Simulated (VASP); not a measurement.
# Cs (I4/mmm) in VASP: further runs

Runs on Cs. Level: PBE. Tasks: single point.

Everything below comes from runs of VASP 6.6.1. Logs are shortened: lines on timing, memory, paths and dates and some standing lists are left out, and cuts for length are marked.

## Step 1: Starting point

The structure is tetragonal, space group I4/mmm (No. 139). The conventional cell has a = 5.573 Å, b = 5.573 Å, c = 8.302 Å, α = 90.00°, β = 90.00°, γ = 90.00°.

This isn't the form of Cs at room conditions, which is bcc.

## Step 2: Single point, PBE

Input file INCAR:

```
PREC = Accurate
ENCUT = 520
EDIFF = 1E-7
ISMEAR = -1
SIGMA = 0.1
LREAL = False
LASPH = True
NELM = 100
ALGO = Fast
ISIF = 2
LWAVE = False
LCHARG = False
GGA = PE
NBANDS = 10
```

Input file KPOINTS:

```
regular mesh
0
Gamma
  6 6 6
```

Input file POSCAR:

```
Cs
1.0
   -2.7862648135      2.7862648135      4.1511562023
    2.7862648135     -2.7862648135      4.1511562023
    2.7862648135      2.7862648135     -4.1511562023
Cs
1
Direct
    0.0000000000      0.0000000000      0.0000000000
```

Potentials or basis: VASP PAW PBE potentials, release 64 (Cs_sv).

Launch:

```console
$ cat potpaw_PBE.64/Cs_sv/POTCAR > POTCAR
$ mpirun -np 1 vasp_std > vasp.out
```

OUTCAR:

```text
PREC = Accurate
   ENCUT = 520
   EDIFF = 1E-7
   ISMEAR = -1
   LREAL = False
   LASPH = True
   NELM = 100
   ISIF = 2
   GGA = PE

 ion  position               nearest neighbor table
   1  0.000  0.000  0.000-

  LATTYP: Found a body centered tetragonal cell.
 ALAT       =     5.5725296270
 C/A-ratio  =     1.4898642018

  Lattice vectors:

 A1 = (  -2.7862648135,   2.7862648135,   4.1511562023)
 A2 = (   2.7862648135,  -2.7862648135,   4.1511562023)
 A3 = (   2.7862648135,   2.7862648135,  -4.1511562023)

Analysis of symmetry for initial positions (statically):
=====================================================================
 Subroutine PRICEL returns:
 Original cell was already a primitive cell.

 Routine SETGRP: Setting up the symmetry group for a
 body centered tetragonal supercell.

 Subroutine GETGRP returns: Found 16 space group operations
 (whereof 16 operations were pure point group operations)
 out of a pool of 16 trial point group operations.

The static configuration has the point symmetry D_4h.

Analysis of symmetry for dynamics (positions and initial velocities):
=====================================================================
 Subroutine PRICEL returns:
 Original cell was already a primitive cell.

 Routine SETGRP: Setting up the symmetry group for a
 body centered tetragonal supercell.

 Subroutine GETGRP returns: Found 16 space group operations
 (whereof 16 operations were pure point group operations)
 out of a pool of 16 trial point group operations.

The dynamic configuration has the point symmetry D_4h.

 Subroutine INISYM returns: Found 16 space group operations
 (whereof 16 operations are pure point group operations),
 and found     1 'primitive' translations

----------------------------------------------------------------------------------------

                                     Primitive cell

  volume of cell :     128.9062

  direct lattice vectors                    reciprocal lattice vectors
    -2.786264813  2.786264813  4.151156202     0.000000000  0.179451715  0.120448370
     2.786264813 -2.786264813  4.151156202     0.179451715  0.000000000  0.120448370
     2.786264813  2.786264813 -4.151156202     0.179451715  0.179451715  0.000000000

  length of vectors
     5.723516492  5.723516492  5.723516492     0.216126648  0.216126648  0.253783050

  position of ions in fractional coordinates (direct lattice)
     0.000000000  0.000000000  0.000000000

  ion indices of the primitive-cell ions
   primitive index   ion index
                 1           1

----------------------------------------------------------------------------------------

 KPOINTS: regular mesh

Automatic generation of k-mesh.
 Grid dimensions read from file:
 generate k-points for:    6    6    6

 Generating k-lattice:

  Cartesian coordinates                     Fractional coordinates (reciprocal lattice)
     0.000000000  0.029908619  0.020074728     0.166666667  0.000000000 -0.000000000
     0.029908619  0.000000000  0.020074728     0.000000000  0.166666667 -0.000000000
     0.029908619  0.029908619  0.000000000     0.000000000  0.000000000  0.166666667

  Length of vectors
     0.036021108  0.036021108  0.042297175

  Shift w.r.t. Gamma in fractional coordinates (k-lattice)
     0.000000000  0.000000000  0.000000000

 Subroutine IBZKPT returns following result:
 ===========================================

 Found     30 irreducible k-points:

 Following reciprocal coordinates:
            Coordinates               Weight
  0.000000  0.000000  0.000000      1.000000
  0.166667 -0.000000  0.000000      8.000000
  0.333333 -0.000000  0.000000      8.000000
  0.500000 -0.000000  0.000000      4.000000
  0.166667  0.166667  0.000000      8.000000
  0.333333  0.166667  0.000000     16.000000
[... 16 lines left out ...]
 -0.333333 -0.333333  0.166667      8.000000
 -0.166667 -0.333333  0.166667      8.000000
 [... further k-points ...]
   k-points           NKPTS =     30   k-points in BZ     NKDIM =     30   number of bands    NBANDS=     10
   number of dos      NEDOS =    301   number of ions     NIONS =      1
   total plane-waves  NPLWV = 110592
   dimension x,y,z NGX =    48 NGY =   48 NGZ =   48
   dimension x,y,z NGXF=    96 NGYF=   96 NGZF=   96
   ions per type =               1
   NGX,Y,Z   is equivalent  to a cutoff of  13.94, 13.94, 13.94 a.u.
   NGXF,Y,Z  is equivalent  to a cutoff of  27.88, 27.88, 27.88 a.u.
 SYSTEM =  unknown system
   PREC   = accura    normal or accurate (medium, high low for compatibility)
   ISTART =      0    job   : 0-new  1-cont  2-samecut
   ICHARG =      2    charge: 1-file 2-atom 10-const
   ISPIN  =      1    spin polarized calculation?
   LNONCOLLINEAR =      F non collinear calculations
   LSORBIT =      F    spin-orbit coupling
   LASPH  =      T    aspherical Exc in radial PAW
   ENCUT  =  520.0 eV  38.22 Ry    6.18 a.u.  10.64 10.64 10.64*2*pi/ulx,y,z
   NELM   =    100;   NELMIN=  2; NELMDL= -5     # of ELM steps
   EDIFF  = 0.1E-06   stopping-criterion for ELM
   LREAL  =      F    real-space projection
   EDIFFG = 0.1E-05   stopping-criterion for IOM
   NSW    =      0    number of steps for IOM
   IBRION =     -1    ionic relax: 0-MD 1-quasi-New 2-CG
   NFREE  =      0    steps in history (QN), initial steepest desc. (CG)
   ISIF   =      2    stress and relaxation
   ISYM   =      2    0-nonsym 1-usesym 2-fastsym
   POTIM  = 0.5000    time-step for ionic-motion
   TEBEG  =    0.0;   TEEND  =   0.0 temperature during run
   PSTRESS=    0.0 pullay stress
   NELECT =       9.0000    total number of electrons
   NUPDOWN=      -1.0000    fix difference up-down
   EMIN   =  10.00;   EMAX   =-10.00  energy-range for DOS
   EFERMI =   0.00;   METHOD = LEGACY
   ISMEAR =    -1;   SIGMA  =   0.10  broadening in eV -4-tet -1-fermi 0-gaus
   EFERMI_NEDOS =   21; number of points for ismear=-14 and -15
   IALGO  =     68    algorithm
   IMIX   =      4    mixing-type and parameters
     AMIX     =   0.40;   BMIX     =  1.00
     AMIX_MAG =   1.60;   BMIX_MAG =  1.00
  volume/ion in A,a.u.               =     128.91       869.90
  Fermi-wavevector in a.u.,A,eV,Ry     =   0.674110  1.273884  6.182826  0.454425
  Thomas-Fermi vector in A             =   1.750731
   LORBIT       =      0    0 simple, 1 ext, 2 COOP (PROOUT), +10 PAW based schemes
   GGA     = PE    functional components
   LHFCALC =     F    Hartree Fock is set to
   AEXX    =    0.0000 exact exchange contribution
   IVDW    =     0    specifies the selected vdW correction
   LEPSILON=     F    determine dielectric tensor
   LRPA    =     F    only Hartree local field effects (RPA)
 non-spin polarized calculation
 RMM-DIIS sequential band-by-band and
  energy-cutoff  :      520.00
  volume of cell :      128.91
 maximum number of plane-waves:      3503
 NGX is ok and might be reduce to    48
   NGX = 21   NGY = 21   NGZ = 21

 number of electron       9.0000000 magnetization

 Free energy of the ion-electron system (eV)
  ---------------------------------------------------
  ext. energy  EPLUGINS =         0.00000000
  ---------------------------------------------------
  free energy    TOTEN  =        -0.86107340 eV

  energy without entropy =       -0.81370334  energy(sigma->0) =       -0.83738837

 E-fermi :   0.1675     XC(G=0):  -5.1276

 val. band max:        0.1579124930   @ k =  -0.3333   0.3333   0.1667
 cond. band min:       0.1880780061   @ k =   0.5000  -0.0000   0.0000
 fundamental gap:      0.0301655132
 Fermi energy:         0.1675437658

 k-point     1 :       0.0000    0.0000    0.0000
  band No.  band energies     occupation
      1     -23.7354      2.00000
      2     -10.4942      2.00000
      3     -10.4932      2.00000
      4     -10.4932      2.00000
      5      -1.3779      2.00000
      6       2.4691      0.00000
      7       2.6265      0.00000
      8       2.6265      0.00000
      9       3.3811      0.00000
     10       3.6895      0.00000

 k-point     2 :       0.1667   -0.0000    0.0000
  band No.  band energies     occupation
      1     -23.7345      2.00000
      2     -10.5167      2.00000
      3     -10.4979      2.00000
      4     -10.4955      2.00000
      5      -1.1228      2.00000
      6       2.1328      0.00000
      7       2.5901      0.00000
      8       2.7297      0.00000
      9       3.2873      0.00000
     10       3.4998      0.00000

 k-point     3 :       0.3333   -0.0000    0.0000
  band No.  band energies     occupation
      1     -23.7328      2.00000
      2     -10.5622      2.00000
      3     -10.5058      2.00000
      4     -10.5001      2.00000
      5      -0.4468      1.99571
      6       1.4200      0.00001
      7       2.4491      0.00000
      8       2.6628      0.00000
      9       3.7070      0.00000
     10       3.7365      0.00000

 k-point     4 :       0.5000   -0.0000    0.0000
  band No.  band energies     occupation
      1     -23.7320      2.00000
      2     -10.5845      2.00000
      3     -10.5098      2.00000
      4     -10.5024      2.00000
      5       0.1881      0.89769
      6       0.8580      0.00200
      7       2.3329      0.00000
      8       2.5498      0.00000
      9       4.2015      0.00000
     10       4.2593      0.00000
[... 222 lines left out ...]
 k-point    22 :      -0.1667    0.5000    0.1667
  band No.  band energies     occupation
      1     -23.7318      2.00000
      2     -10.5733      2.00000
      3     -10.5222      2.00000
      4     -10.5071      2.00000
      5       0.2466      0.62399
      6       1.0268      0.00037
      7       1.9517      0.00000
      8       2.7477      0.00000
      9       3.7307      0.00000
     10       4.2411      0.00000

 k-point    23 :      -0.3333   -0.3333    0.1667
  band No.  band energies     occupation
      1     -23.7319      2.00000
      2     -10.5577      2.00000
      3     -10.5280      2.00000
      4     -10.5140      2.00000
      5       0.0556      1.50789
      6       1.5030      0.00000
      7       1.6316      0.00000
      8       2.8454      0.00000
      9       3.4788      0.00000
     10       4.1531      0.00000

 k-point    24 :      -0.1667   -0.3333    0.1667
  band No.  band energies     occupation
      1     -23.7331      2.00000
      2     -10.5462      2.00000
      3     -10.5102      2.00000
      4     -10.5060      2.00000
      5      -0.5391      1.99829
      6       1.6449      0.00000
      7       2.1410      0.00000
      8       2.8827      0.00000
      9       3.2345      0.00000
     10       3.9780      0.00000

 [... further k-points ...]

------------------------ aborting loop because EDIFF is reached ----------------------------------------

  FORCE on cell =-STRESS in cart. coord.  units (eV):
  Direction    XX          YY          ZZ          XY          YZ          ZX
  --------------------------------------------------------------------------------------
  -------------------------------------------------------------------------------------
  Total       -0.1133452     -0.1133452     -0.1316298      0.0000000     -0.0000000      0.0000000
  in kB       -1.4087692     -1.4087692     -1.6360294      0.0000000     -0.0000000      0.0000000
  external PRESSURE =      -1.4845226 kB  Pullay stress =       0.0000000 kB

 VOLUME and BASIS-vectors are now :
 -----------------------------------------------------------------------------
  energy-cutoff  :      520.00
  volume of cell :      128.91
      direct lattice vectors                 reciprocal lattice vectors
    -2.786264813  2.786264813  4.151156202     0.000000000  0.179451715  0.120448370
     2.786264813 -2.786264813  4.151156202     0.179451715  0.000000000  0.120448370
     2.786264813  2.786264813 -4.151156202     0.179451715  0.179451715  0.000000000

 POSITION                                       TOTAL-FORCE (eV/Angst)
 -----------------------------------------------------------------------------------
      0.00000      0.00000      0.00000         0.000000      0.000000      0.000000
 -----------------------------------------------------------------------------------
    total drift:                               -0.000000      0.000000      0.000000

  FREE ENERGIE OF THE ION-ELECTRON SYSTEM (eV)
  ---------------------------------------------------
  free  energy   TOTEN  =        -0.8610734004 eV

  energy  without entropy=       -0.8137033415  energy(sigma->0) =       -0.83738837
```

It took 27 s on 1 thread of Intel Xeon 6975P-C (Granite Rapids), shared host; peak memory 0.31 GiB.

Results:

| Quantity | Value |
| --- | --- |
| Free energy | -0.8611 eV |
| Pressure | -0.1 GPa |
| Band gap on the k mesh | none (metal or under the smearing width) |

The run has no spin-orbit coupling, so splittings on Cs are missing.

## Step 3: Single point, PBE

This run uses another cell than the first one, of 109.07 Å³/atom, 0.846 times its volume.

Input file INCAR:

```
SYSTEM = Cs
ALGO     = Normal         ! electronic algorithm
EDIFF    = 1E-6           ! SCF threshold, eV
ENCUT    = 520            ! plane-wave cutoff, eV
GGA      = PE             ! functional
ISIF     = 2              ! what is computed and relaxed
ISMEAR   = -1             ! smearing method
LASPH    = .TRUE.         ! aspherical terms in the spheres
LCHARG   = .FALSE.        ! write CHGCAR
LREAL    = .FALSE.        ! projectors in reciprocal space
LWAVE    = .FALSE.        ! write WAVECAR
NBANDS   = 10             ! bands
NELM     = 100            ! most SCF steps
PREC     = Accurate       ! precision mode
SIGMA    = 0.1            ! smearing width, eV
```

Input file KPOINTS:

```
k-points
0
G
  6 6 6
  0 0 0
```

Input file POSCAR:

```
Cs
1.0
   -2.6353532335      2.6353532335      3.9263184416
    2.6353532335     -2.6353532335      3.9263184416
    2.6353532335      2.6353532335     -3.9263184416
Cs
1
Direct
    0.0000000000      0.0000000000      0.0000000000
```

Potentials or basis: VASP PAW PBE potentials, release 64 (Cs_sv).

Launch:

```console
$ cat potpaw_PBE.64/Cs_sv/POTCAR > POTCAR
$ mpirun -np 1 vasp_std > vasp.out
```

Wall time 11 s (1 thread of Intel Xeon 6975P-C (Granite Rapids), shared host); peak memory 0.24 GiB.

The run converged. Its results:

```yaml
Free_energy: -0.8614 eV
Pressure: 0.2 GPa
Band_gap_on_the_k_mesh: none (metal or under the smearing width)
```

Levels at points of the mesh, in eV from the Fermi level:
| k point | band 2 | band 3 | band 4 | band 5 | band 6 | band 7 | band 8 | band 9 |
| --- | --- | --- | --- | --- | --- | --- | --- | --- |
| (0.00, 0.00, 0.00) | -10.55 | -10.55 | -10.55 | -1.72 | 2.38 | 2.56 | 2.56 | 3.44 |
| (0.50, 0.00, 0.00) | -10.71 | -10.58 | -10.56 | -0.03 | 0.83 | 2.22 | 2.47 | 4.40 |
| (0.50, 0.50, 0.00) | -10.70 | -10.62 | -10.60 | 0.27 | 1.00 | 1.64 | 4.03 | 4.20 |
| (0.50, 0.50, 0.50) | -10.70 | -10.60 | -10.60 | 0.18 | 1.09 | 1.34 | 4.36 | 4.36 |

Spin-orbit coupling is left out, which matters for the levels of Cs.

(Part 1 of 2 ends here.)
